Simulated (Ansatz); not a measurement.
Before relaxation, clean slab, lower half held (CuO, Cccm (No. 66), (0 0 1) face):

```yaml
crystal:
  lattice:
    - [2.94870, 0.00000, 0.00000]
    - [-0.00819, 2.94869, 0.00000]
    - [0.00000, 0.00000, 26.01471]
  atoms:
    - { symbol: O, position: [0.50000, 0.50000, 0.32674] }
    - { symbol: Cu, position: [0.50000, 0.00000, 0.37624] }
    - { symbol: O, position: [0.50000, 0.50000, 0.42574] }
    - { symbol: Cu, position: [0.00000, 0.50000, 0.47525] }
    - { symbol: O, position: [0.50000, 0.50000, 0.52475] }
    - { symbol: Cu, position: [0.50000, 0.00000, 0.57426] }
    - { symbol: O, position: [0.50000, 0.50000, 0.62376] }
    - { symbol: Cu, position: [0.00000, 0.50000, 0.67326] }
```

Method: DFT PBE, scalar-relativistic, plane waves, PAW (Ansatz 0.2.0). Plane waves to 420 eV, a k mesh through Γ of 10×10×1 on the computed 8-atom cell and Gaussian smearing (0.10 eV); no spin polarisation. A dipole correction removes the field between periodic images along c.

Atoms 1, 2, 3, 4 (counted from 1) are held. The cell is fixed. Force threshold 0.03 eV/Å.

**Question.** Where does it end?

**Answer.** The energy falls by 0.036 eV in 5 steps, to:

```yaml
crystal:
  lattice:
    - [2.94870, 0.00000, 0.00000]
    - [-0.00819, 2.94869, 0.00000]
    - [0.00000, 0.00000, 26.01471]
  atoms:
    - { symbol: O, position: [0.50000, 0.50000, 0.32674] }
    - { symbol: Cu, position: [0.50000, 0.00000, 0.37624] }
    - { symbol: O, position: [0.50000, 0.50000, 0.42574] }
    - { symbol: Cu, position: [0.00000, 0.50000, 0.47525] }
    - { symbol: O, position: [0.50000, 0.50000, 0.52465] }
    - { symbol: Cu, position: [0.50000, 0.00000, 0.57418] }
    - { symbol: O, position: [0.50000, 0.50000, 0.62397] }
    - { symbol: Cu, position: [0.00000, 0.50000, 0.66916] }
```

Spin polarisation was left out, and a magnetic state may lie lower.

The reference crystal is a form of CuO, which isn't its usual structure.